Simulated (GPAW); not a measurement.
SnO, 4 atoms in the cell. Symmetry: P4/nmm, No. 129, tetragonal system. The conventional cell has a = 3.814 Å, b = 3.814 Å, c = 4.887 Å, α = 90.00°, β = 90.00°, γ = 90.00°. Sn (site symmetry 4mm) has 4 O at 2.23 Å as nearest neighbours. O (site symmetry -4m2) is surrounded by 4 Sn at 2.23 Å. The cell is a database's computed one.

| Item | Value |
| --- | --- |
| Program | GPAW 26.7.0 |
| Task | equation of state |
| Functional | PBEsol |
| Potentials or basis | PAW data sets generated in the run's folder for this functional |
| Cutoff | 800 eV |
| Basis | pw |
| k mesh | 7 × 7 × 6 |
| Occupations | fermi-dirac, width 0.05 eV |
| Spin | no spin polarisation |
| Ranks | 4 |
| Maxiter | 150 |
| Eos scales | [0.94, 0.96, 0.98, 1.0, 1.02, 1.04, 1.06] |

Potentials or basis: PAW data sets generated in the run's folder for this functional, pw.

Launch:

```sh
$ gpaw-setup -f PBEsol O Sn
$ OMP_NUM_THREADS=1 mpirun -n 4 gpaw python run.py
```

Hardware: 4 MPI ranks on Arm Neoverse V2 (shared host).

Problem. How long does it take, and how much memory?

Solution. Run time: 2.5 min on 4 MPI ranks on Arm Neoverse V2, on a shared host, peak memory 0.34 GiB a rank. Counts: scf iterations 77, plane waves 3456, bands 33, k points 40.
